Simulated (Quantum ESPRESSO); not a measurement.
# TiO2 (Anatase) (I4_1/amd) in Quantum ESPRESSO: notebook

One crystal, TiO2 (Anatase), is run at these levels: LDA; tasks: single point, equation of state.

Everything below comes from runs of Quantum ESPRESSO 7.5. Logs are shortened: lines on timing, memory, paths and dates and some standing lists are left out, and cuts for length are marked.

## (1) The crystal as given

The structure is tetragonal, space group I4_1/amd (No. 141). Conventional cell: a = 3.784 Å, b = 3.784 Å, c = 9.515 Å, α = 90.00°, β = 90.00°, γ = 90.00°. Around Ti (site symmetry -4m2) lie 6 O at 1.93 to 1.98 Å. O (site symmetry 2mm) is surrounded by 3 Ti at 1.93 to 1.98 Å.

## (2) Single point, LDA, 10.67 Å³/atom

pw.in reads:

```
&CONTROL
  calculation = 'scf'
  prefix = 'pwscf'
  outdir = './tmp'
  pseudo_dir = './pseudo'
  tstress = .true.
  disk_io = 'nowf'
/
&SYSTEM
  ibrav = 0
  nat = 6
  ntyp = 2
  ecutwfc = 45
  ecutrho = 360
  nbnd = 33
  occupations = 'smearing'
  smearing = 'fd'
  degauss = 0.00367493
/
&ELECTRONS
  conv_thr = 1.2d-09
  electron_maxstep = 120
  mixing_beta = 0.5
/
ATOMIC_SPECIES
Ti    47.8670 ti_lda_v1.4.uspp.F.UPF
O     15.9990 o_lda_v1.2.uspp.F.UPF
CELL_PARAMETERS angstrom
  -1.8534748763    1.8534748763    4.6601849950
   1.8534748763   -1.8534748763    4.6601849950
   1.8534748763    1.8534748763   -4.6601849950
ATOMIC_POSITIONS crystal
Ti     0.7500000000    0.2500000000    0.5000000000
Ti     0.0000000000    0.0000000000    0.0000000000
O      0.7919000000    0.7919000000    0.0000000000
O      0.5419000000    0.0419000000    0.5000000000
O      0.9581000000    0.4581000000    0.5000000000
O      0.2081000000    0.2081000000    0.0000000000
K_POINTS automatic
8 8 8 0 0 0
```

Potentials or basis: GBRV 1.5 LDA.

Started as:

```
> OMP_NUM_THREADS=1 mpirun -n 2 pw.x -nk 2 -in pw.in > pw.out
```

pw.out:

```text
This program is part of the open-source Quantum ESPRESSO suite
     for quantum simulation of materials; please cite
         "P. Giannozzi et al., J. Phys.:Condens. Matter 21 395502 (2009);
         "P. Giannozzi et al., J. Phys.:Condens. Matter 29 465901 (2017);
         "P. Giannozzi et al., J. Chem. Phys. 152 154105 (2020);
     in publications or presentations arising from this work. More details at

     Message from routine setup:
     using ibrav=0 with symmetry is DISCOURAGED, use correct ibrav instead

     K-points division:     npool     =       2
     Subspace diagonalization in iterative solution of the eigenvalue problem:
     a serial algorithm will be used

     G-vector sticks info
     --------------------
     sticks:   dense  smooth     PW     G-vecs:    dense   smooth      PW
     Sum        2501    1253    439                49885    17601    3719

     Using Slab Decomposition

     bravais-lattice index     =            0
     lattice parameter (alat)  =      10.1040  a.u.
     unit-cell volume          =     432.1486 (a.u.)^3
     number of atoms/cell      =            6
     number of atomic types    =            2
     number of electrons       =        48.00
     number of Kohn-Sham states=           33
     kinetic-energy cutoff     =      45.0000  Ry
     charge density cutoff     =     360.0000  Ry
     scf convergence threshold =      1.2E-09
     mixing beta               =       0.5000
     number of iterations used =            8  plain     mixing
     Exchange-correlation= SLA  PZ   NOGX NOGC
                           (   1   1   0   0   0   0   0)

     celldm(1)=  10.103951  celldm(2)=   0.000000  celldm(3)=   0.000000
     celldm(4)=   0.000000  celldm(5)=   0.000000  celldm(6)=   0.000000

     crystal axes: (cart. coord. in units of alat)
               a(1) = (  -0.346653   0.346653   0.871587 )
               a(2) = (   0.346653  -0.346653   0.871587 )
               a(3) = (   0.346653   0.346653  -0.871587 )

     reciprocal axes: (cart. coord. in units 2 pi/alat)
               b(1) = ( -0.000000  1.442367  0.573666 )
               b(2) = (  1.442367 -0.000000  0.573666 )
               b(3) = (  1.442367  1.442367  0.000000 )

     PseudoPot. # 1 for Ti read from file:
     ti_lda_v1.4.uspp.F.UPF
     Pseudo is Ultrasoft + core correction, Zval = 12.0
     Generated by new atomic code, or converted to UPF format
     Using radial grid of  851 points,  6 beta functions with:
                l(1) =   0
                l(2) =   0
                l(3) =   1
                l(4) =   1
                l(5) =   2
                l(6) =   2
     Q(r) pseudized with  6 coefficients,  rinner =    1.000   1.000   1.000
                                                       1.000   1.000

     PseudoPot. # 2 for O  read from file:
     o_lda_v1.2.uspp.F.UPF
     Pseudo is Ultrasoft + core correction, Zval =  6.0
     Generated by new atomic code, or converted to UPF format
     Using radial grid of  737 points,  5 beta functions with:
                l(1) =   0
                l(2) =   0
                l(3) =   1
                l(4) =   1
                l(5) =   2
     Q(r) pseudized with  8 coefficients,  rinner =    0.900   0.900   0.900
                                                       0.900   0.900

     atomic species   valence    mass     pseudopotential
     Ti               12.00    47.86700     Ti( 1.00)
     O                 6.00    15.99900     O ( 1.00)

     16 Sym. Ops., with inversion, found ( 8 have fractional translation)

   Cartesian axes

     site n.     atom                  positions (alat units)
         1        Ti     tau(   1) = (   0.0000000   0.3466525   0.4357936  )
         2        Ti     tau(   2) = (   0.0000000   0.0000000   0.0000000  )
         3        O      tau(   3) = (  -0.0000000   0.0000000   1.3804197  )
         4        O      tau(   4) = (  -0.0000000   0.3466525   0.0730390  )
         5        O      tau(   5) = (   0.0000000   0.3466525   0.7985481  )
         6        O      tau(   6) = (  -0.0000000   0.0000000   0.3627546  )

     number of k points=    59  Fermi-Dirac smearing, width (Ry)=  0.0037
                       cart. coord. in units 2pi/alat
        k(    1) = (   0.0000000   0.0000000   0.0000000), wk =   0.0039062
        k(    2) = (   0.1802958   0.1802958   0.0000000), wk =   0.0156250
        k(    3) = (   0.3605917   0.3605917   0.0000000), wk =   0.0156250
        k(    4) = (   0.5408875   0.5408875   0.0000000), wk =   0.0156250
        k(    5) = (  -0.7211833  -0.7211833   0.0000000), wk =   0.0078125
        k(    6) = (   0.1802958  -0.0000000   0.0717083), wk =   0.0312500
[... 51 lines left out ...]
        k(   58) = (  -1.2620708  -0.1802958   0.0000000), wk =   0.0156250
        k(   59) = (  -1.4423666  -1.4423666  -0.5736661), wk =   0.0039062

     Dense  grid:    49885 G-vectors     FFT dimensions: (  64,  64,  64)

     Smooth grid:    17601 G-vectors     FFT dimensions: (  48,  48,  48)

     Check: negative core charge=   -0.000012

     Initial potential from superposition of free atoms

     starting charge      45.9999, renormalised to      48.0000

     negative rho (up, down):  1.532E-03 0.000E+00
     Starting wfcs are   36 randomized atomic wfcs

     Self-consistent Calculation

     iteration #  1     ecut=    45.00 Ry     beta= 0.50
     Davidson diagonalization with overlap
     ethr =  1.00E-02,  avg # of iterations =  2.0

     negative rho (up, down):  2.000E-03 0.000E+00
[... 76 lines left out ...]
     iteration # 10     ecut=    45.00 Ry     beta= 0.50
     Davidson diagonalization with overlap
     ethr =  1.27E-11,  avg # of iterations =  3.6

     negative rho (up, down):  1.488E-03 0.000E+00

     End of self-consistent calculation

          k = 0.0000 0.0000 0.0000 (  2219 PWs)   bands (ev):

   -47.6880 -47.5999 -24.6176 -24.3021 -24.3021 -24.2057 -24.2057 -24.0847
    -9.8049  -8.6920  -8.4271  -8.1225   3.5566   3.7921   3.7921   4.1543
     5.5301   5.5301   5.6777   7.0158   7.0823   7.0823   7.2498   7.2498
     9.9394  10.8099  12.0904  12.0904  12.1065  12.1065  13.4223  13.7162
    13.7680
[... 19 lines left out ...]
   -47.6562 -47.6225 -24.5974 -24.5051 -24.3655 -24.3324 -24.1716 -24.0975
    -8.6127  -8.1177  -7.9125  -7.7730   2.7969   3.0657   3.1313   4.0786
     4.0867   4.3418   4.7981   4.8150   5.4580   6.4952   7.3515   7.7444
    11.1279  11.5248  11.5372  11.9613  12.6886  12.9497  14.5754  15.2893
    15.5401

          k =-0.7212-0.7212 0.0000 (  2202 PWs)   bands (ev):

   -47.6386 -47.6386 -24.5658 -24.5658 -24.3646 -24.3646 -24.1337 -24.1337
    -8.2023  -8.2023  -7.7632  -7.7632   3.0039   3.0039   3.3238   3.3238
     3.7184   3.7184   4.9528   4.9528   5.5609   5.5609   7.7486   7.7486
    11.3834  11.3834  11.9257  11.9257  13.1026  13.1026  14.9876  14.9876
    15.8519
[... 99 lines left out ...]
   -47.6722 -47.6123 -24.5810 -24.4056 -24.3289 -24.2431 -24.1897 -24.1069
    -9.3152  -8.4415  -8.3192  -8.0221   3.0366   3.5632   3.6526   4.0729
     4.8686   5.3590   5.7126   6.1352   6.2465   6.7262   7.0870   7.3746
    10.9286  11.2126  11.3915  11.7645  11.7723  12.2657  13.8989  14.7229
    14.7510

          k =-0.7212 0.0000-0.2868 (  2190 PWs)   bands (ev):

   -47.6633 -47.6193 -24.5797 -24.4771 -24.3133 -24.2502 -24.1844 -24.1228
    -9.1489  -8.4282  -8.0334  -7.9185   3.0380   3.3281   3.8864   3.9212
     4.0823   5.3419   5.6168   5.6258   5.6803   6.6985   7.0375   7.1472
    11.2250  11.5964  11.6296  11.7535  12.4248  12.6273  13.8631  14.4888
    14.9827

          k =-0.5409 0.1803-0.2868 (  2208 PWs)   bands (ev):

   -47.6633 -47.6193 -24.5724 -24.4635 -24.3314 -24.2606 -24.1808 -24.1193
    -9.0878  -8.3671  -8.1618  -7.9295   2.8436   3.5784   3.7684   3.8987
     4.3114   4.8800   5.3470   5.8563   6.2862   6.6456   7.0186   7.2738
    11.0770  11.2932  11.6758  11.7528  12.1571  12.4775  14.0172  14.8498
    14.9573

          k =-0.3606 0.3606-0.2868 (  2198 PWs)   bands (ev):

   -47.6633 -47.6193 -24.5647 -24.4458 -24.3530 -24.2710 -24.1780 -24.1159
    -9.0125  -8.3305  -8.2303  -7.9902   2.9619   3.1500   3.7681   4.0274
     4.4803   5.1718   5.2818   5.6265   6.2350   6.7998   7.0124   7.4942
    10.9516  11.3423  11.4032  11.6706  12.0419  12.2923  14.0842  14.9034
    15.4399
[... 99 lines left out ...]
   -47.6626 -47.6220 -24.5337 -24.4220 -24.3351 -24.2475 -24.1782 -24.1411
    -9.1597  -8.4575  -8.4055  -8.0939   2.9961   3.5458   3.9174   4.0316
     4.7882   5.3106   5.5201   6.1363   6.4805   6.7930   7.0381   7.3072
    10.8993  11.1790  11.4997  11.7285  11.7659  12.2130  13.8417  14.5715
    14.8194

          k = 0.0000 0.7212-0.1434 (  2193 PWs)   bands (ev):

   -47.6633 -47.6193 -24.5860 -24.4640 -24.3133 -24.2623 -24.1844 -24.1174
    -9.1499  -8.4275  -8.0189  -7.9328   3.0318   3.3394   3.7655   3.9192
     4.2852   5.2154   5.3722   5.5866   6.1355   6.6754   7.0181   7.0379
    11.2732  11.5352  11.6625  11.7561  12.4564  12.6100  13.8597  14.4844
    14.9307
[... 11 lines left out ...]
   -47.6532 -47.6294 -24.5234 -24.4656 -24.3472 -24.2864 -24.1656 -24.1418
    -8.8400  -8.4566  -8.2116  -8.0698   2.9651   3.0769   3.9975   4.1090
     4.3688   5.0322   5.3477   5.5242   6.3070   6.7278   7.0918   7.4817
    10.9992  11.2321  11.5023  11.6652  12.0906  12.1729  14.1278  14.6679
    15.5217

          k = 0.0000 0.5409-0.0717 (  2193 PWs)   bands (ev):

   -47.6716 -47.6117 -24.6062 -24.4330 -24.3083 -24.2640 -24.1909 -24.0938
    -9.2895  -8.4562  -8.0937  -7.9145   2.9510   3.4192   3.8782   3.9618
     4.4377   5.4153   5.5015   5.7741   6.1414   6.7023   7.0345   7.0408
    11.2149  11.5276  11.5510  11.7283  12.1362  12.6116  13.8559  14.3858
    15.0472

          k = 0.1803 0.7212-0.0717 (  2191 PWs)   bands (ev):

   -47.6612 -47.6206 -24.5886 -24.4640 -24.3285 -24.2835 -24.1819 -24.1107
    -9.0368  -8.3476  -7.9885  -7.9340   3.0291   3.3324   3.5917   3.6933
     4.4150   4.9318   5.1636   5.3947   6.5881   6.6585   6.9717   7.0093
    11.2214  11.2805  11.7263  11.8489  12.3906  12.5837  14.1264  14.8653
    15.0260
[... 27 lines left out ...]
   -47.6555 -47.6244 -24.5865 -24.4920 -24.3525 -24.3172 -24.1722 -24.1082
    -8.7454  -8.1937  -7.9148  -7.9005   3.0189   3.0379   3.3727   3.6110
     4.3028   4.5111   5.1460   5.2232   5.5218   6.6723   7.2471   7.5090
    11.1487  11.2453  11.7155  11.9174  12.5363  12.7711  14.4558  14.9958
    15.6592

          k =-0.9015-0.5409 0.0000 (  2194 PWs)   bands (ev):

   -47.6394 -47.6394 -24.5451 -24.5451 -24.3505 -24.3505 -24.1398 -24.1398
    -8.3275  -8.3275  -7.8875  -7.8875   2.8280   2.8280   3.6729   3.6729
     4.2906   4.2906   4.7421   4.7421   5.9212   5.9212   7.6449   7.6449
    11.2933  11.2933  11.7844  11.7844  12.7928  12.7928  14.7202  14.7202
    15.9406
[... 35 lines left out ...]
   -47.6589 -47.6277 -24.4794 -24.3828 -24.3328 -24.2505 -24.1751 -24.1664
    -9.2161  -8.7229  -8.4611  -8.2664   3.4212   3.5498   3.9647   4.0398
     5.1011   5.4270   6.1944   6.3229   6.5809   6.9086   7.1324   7.2975
    10.6970  10.8171  11.6110  11.7053  11.9507  11.9595  13.7072  14.1284
    14.5263

          k = 0.0000 0.9015-0.0717 (  2200 PWs)   bands (ev):

   -47.6563 -47.6272 -24.5506 -24.4423 -24.3198 -24.2697 -24.1791 -24.1382
    -9.0911  -8.4286  -8.2742  -7.9876   2.7659   3.8116   3.9347   4.2370
     4.3773   4.8013   5.2835   5.8135   6.4551   6.7725   7.0159   7.0785
    11.0765  11.5353  11.5728  11.6941  12.2128  12.6192  13.7431  14.4128
    14.6368
[... 19 lines left out ...]
   -47.6532 -47.6295 -24.5492 -24.4530 -24.3297 -24.2883 -24.1745 -24.1350
    -8.9651  -8.3470  -8.2675  -7.9811   2.7709   3.5583   3.8018   4.2567
     4.5219   4.6122   4.9698   5.7670   6.6440   6.7091   6.9839   7.1247
    11.0846  11.2851  11.6874  11.7202  12.2654  12.3886  14.0755  14.5322
    14.9960

          k =-1.0818-0.3606 0.0000 (  2204 PWs)   bands (ev):

   -47.6413 -47.6413 -24.4893 -24.4893 -24.3205 -24.3205 -24.1556 -24.1556
    -8.6426  -8.6426  -8.1494  -8.1494   3.0045   3.0045   4.0725   4.0725
     4.6952   4.6952   5.4331   5.4331   6.4595   6.4595   7.3542   7.3542
    11.0960  11.0960  11.6143  11.6143  12.1119  12.1119  14.3595  14.3595
    15.5853
[... 19 lines left out ...]
   -47.6491 -47.6363 -24.4854 -24.4026 -24.3274 -24.2801 -24.1750 -24.1594
    -9.0670  -8.6692  -8.4350  -8.1808   2.9618   3.9252   3.9393   4.1220
     4.9795   5.3324   5.4017   6.1645   6.4383   7.0038   7.1238   7.2089
    10.7486  11.3974  11.4059  11.6111  11.8175  12.5374  13.6054  14.2140
    14.4217

          k =-1.2621-0.1803 0.0000 (  2210 PWs)   bands (ev):

   -47.6433 -47.6433 -24.4156 -24.4156 -24.3087 -24.3087 -24.1698 -24.1698
    -8.9656  -8.9656  -8.3720  -8.3720   3.4784   3.4784   4.0405   4.0405
     5.2295   5.2295   6.2313   6.2313   6.7638   6.7638   7.2313   7.2313
    10.7556  10.7556  11.6630  11.6630  11.9411  11.9411  13.9000  13.9000
    14.6814

          k =-1.4424-1.4424-0.5737 (  2218 PWs)   bands (ev):

   -47.6442 -47.6442 -24.3571 -24.3571 -24.3347 -24.3347 -24.1725 -24.1725
    -9.0991  -9.0991  -8.4564  -8.4564   3.8659   3.8659   3.8923   3.8923
     5.5218   5.5218   6.3857   6.3857   6.5067   6.5067   7.6982   7.6982
    10.3567  10.3567  11.8538  11.8538  12.3516  12.3516  13.3579  13.3579
    14.1758

     the Fermi energy is     8.8669 ev

!    total energy              =    -368.42769373 Ry
     estimated scf accuracy    <          3.3E-10 Ry
     smearing contrib. (-TS)   =      -0.00000000 Ry
     internal energy E=F+TS    =    -368.42769373 Ry

     The total energy is F=E-TS. E is the sum of the following terms:
     one-electron contribution =    -153.39394205 Ry
     hartree contribution      =      98.93017571 Ry
     xc contribution           =     -64.69858239 Ry
     ewald contribution        =    -249.26534499 Ry

     convergence has been achieved in  10 iterations

     Computing stress (Cartesian axis) and pressure

     negative rho (up, down):  1.488E-03 0.000E+00
          total   stress  (Ry/bohr**3)                   (kbar)     P=       89.43
   0.00056797  -0.00000000  -0.00000000           83.55       -0.00       -0.00
  -0.00000000   0.00056797  -0.00000000           -0.00       83.55       -0.00
  -0.00000000  -0.00000000   0.00068783           -0.00       -0.00      101.18

=------------------------------------------------------------------------------=
   JOB DONE.
=------------------------------------------------------------------------------=
```

Wall time 2 min (2 MPI ranks of Arm Neoverse N1, shared host); peak memory 0.36 GiB.

Results:

```yaml
Free_energy: -5012.7141 eV
Pressure: 8.9 GPa
Band_gap_on_the_k_mesh: 2.19 eV, indirect (least direct gap 2.49 eV)
```

## (3) Single point, LDA, 10.90 Å³/atom

Changes to pw.in since step 2:

```diff
@@ -28,5 +28,5 @@
 CELL_PARAMETERS angstrom
-  -1.8534748763    1.8534748763    4.6601849950
-   1.8534748763   -1.8534748763    4.6601849950
-   1.8534748763    1.8534748763   -4.6601849950
+  -1.8665279463    1.8665279463    4.6930042805
+   1.8665279463   -1.8665279463    4.6930042805
+   1.8665279463    1.8665279463   -4.6930042805
 ATOMIC_POSITIONS crystal
```

Potentials or basis: GBRV 1.5 LDA.

Started as:

```
> OMP_NUM_THREADS=1 mpirun -n 2 pw.x -nk 2 -in pw.in > pw.out
```

It took 2.1 min on 2 MPI ranks of Arm Neoverse N1, shared host; peak memory 0.36 GiB.

It converged, with:

* Free energy: -5012.7679 eV
* Pressure: 3.4 GPa
* Band gap on the k mesh: 2.15 eV, indirect (least direct gap 2.45 eV)

## (4) Single point, LDA, 11.13 Å³/atom

Changes to pw.in since step 3:

```diff
@@ -28,5 +28,5 @@
 CELL_PARAMETERS angstrom
-  -1.8665279463    1.8665279463    4.6930042805
-   1.8665279463   -1.8665279463    4.6930042805
-   1.8665279463    1.8665279463   -4.6930042805
+  -1.8794009597    1.8794009597    4.7253708500
+   1.8794009597   -1.8794009597    4.7253708500
+   1.8794009597    1.8794009597   -4.7253708500
 ATOMIC_POSITIONS crystal
```

Started as:

```
> OMP_NUM_THREADS=1 mpirun -n 2 pw.x -nk 2 -in pw.in > pw.out
```

Wall time 2.1 min (2 MPI ranks of Arm Neoverse N1, shared host); peak memory 0.36 GiB.

The run converged. Its results:

| Quantity | Value |
| --- | --- |
| Free energy | -5012.7769 eV |
| Pressure | -1.6 GPa |
| Band gap on the k mesh | 2.11 eV, indirect (least direct gap 2.41 eV) |

## (5) Single point, LDA, 11.35 Å³/atom

Changes to pw.in since step 4:

```diff
@@ -28,5 +28,5 @@
 CELL_PARAMETERS angstrom
-  -1.8794009597    1.8794009597    4.7253708500
-   1.8794009597   -1.8794009597    4.7253708500
-   1.8794009597    1.8794009597   -4.7253708500
+  -1.8921000000    1.8921000000    4.7573000000
+   1.8921000000   -1.8921000000    4.7573000000
+   1.8921000000    1.8921000000   -4.7573000000
 ATOMIC_POSITIONS crystal
```

Started as:

```
> OMP_NUM_THREADS=1 mpirun -n 2 pw.x -nk 2 -in pw.in > pw.out
```

Wall time 1.9 min (2 MPI ranks of Arm Neoverse N1, shared host); peak memory 0.38 GiB.

It converged, with:

```yaml
Free_energy: -5012.7458 eV
Pressure: -6.0 GPa
Band_gap_on_the_k_mesh: 2.06 eV, indirect (least direct gap 2.37 eV)
```

## (6) Single point, LDA, 11.58 Å³/atom

Changes to pw.in since step 5:

```diff
@@ -28,5 +28,5 @@
 CELL_PARAMETERS angstrom
-  -1.8921000000    1.8921000000    4.7573000000
-   1.8921000000   -1.8921000000    4.7573000000
-   1.8921000000    1.8921000000   -4.7573000000
+  -1.9046308288    1.9046308288    4.7888062162
+   1.9046308288   -1.9046308288    4.7888062162
+   1.9046308288    1.9046308288   -4.7888062162
 ATOMIC_POSITIONS crystal
```

Potentials or basis: GBRV 1.5 LDA.

Started as:

```
> OMP_NUM_THREADS=1 mpirun -n 2 pw.x -nk 2 -in pw.in > pw.out
```

Wall time 2.1 min (2 MPI ranks of Arm Neoverse N1, shared host); peak memory 0.38 GiB.

The run converged. Its results:

```yaml
Free_energy: -5012.6787 eV
Pressure: -10.0 GPa
Band_gap_on_the_k_mesh: 2.02 eV, indirect (least direct gap 2.33 eV)
```

## (7) Single point, LDA, 11.81 Å³/atom

Changes to pw.in since step 6:

```diff
@@ -28,5 +28,5 @@
 CELL_PARAMETERS angstrom
-  -1.9046308288    1.9046308288    4.7888062162
-   1.9046308288   -1.9046308288    4.7888062162
-   1.9046308288    1.9046308288   -4.7888062162
+  -1.9169989080    1.9169989080    4.8199032318
+   1.9169989080   -1.9169989080    4.8199032318
+   1.9169989080    1.9169989080   -4.8199032318
 ATOMIC_POSITIONS crystal
```

Started as:

```
> OMP_NUM_THREADS=1 mpirun -n 2 pw.x -nk 2 -in pw.in > pw.out
```

Run time: 2.1 min. Hardware: 2 MPI ranks of Arm Neoverse N1, shared host; peak memory 0.4 GiB.

The run converged. Its results:

- Free energy: -5012.5791 eV
- Pressure: -13.6 GPa
- Band gap on the k mesh: 1.98 eV, indirect (least direct gap 2.28 eV)

## (8) Single point, LDA, 12.04 Å³/atom

Changes to pw.in since step 7:

```diff
@@ -28,5 +28,5 @@
 CELL_PARAMETERS angstrom
-  -1.9169989080    1.9169989080    4.8199032318
-   1.9169989080   -1.9169989080    4.8199032318
-   1.9169989080    1.9169989080   -4.8199032318
+  -1.9292094213    1.9292094213    4.8506040801
+   1.9292094213   -1.9292094213    4.8506040801
+   1.9292094213    1.9292094213   -4.8506040801
 ATOMIC_POSITIONS crystal
```

Started as:

```
> OMP_NUM_THREADS=1 mpirun -n 2 pw.x -nk 2 -in pw.in > pw.out
```

It took 2.2 min on 2 MPI ranks of Arm Neoverse N1, shared host; peak memory 0.4 GiB.

It converged, with:

* Free energy: -5012.4506 eV
* Pressure: -16.9 GPa
* Band gap on the k mesh: 1.93 eV, indirect (least direct gap 2.24 eV)

## (9) Equation of state, LDA

Potentials or basis: GBRV 1.5 LDA.

No new run: the results of the series are fitted here.

Results:

```yaml
Equilibrium_volume: 11.06 Å³/atom
Bulk_modulus_at_fixed_shape_and_positions: 237 GPa
Pressure_derivative_of_the_bulk_modulus: 4.3
```

Energy against volume, from the lowest point:
```
volume (Å³/atom)  energy (meV/atom)
          10.673              10.46
          10.900               1.50
          11.127               0.00
          11.354               5.19
          11.581              16.38
          11.808              32.96
          12.035              54.39
```

Caveat: the cell was scaled at fixed shape and fractional positions, which overstates the stiffness of a crystal with free parameters, most of all of layers and chains.
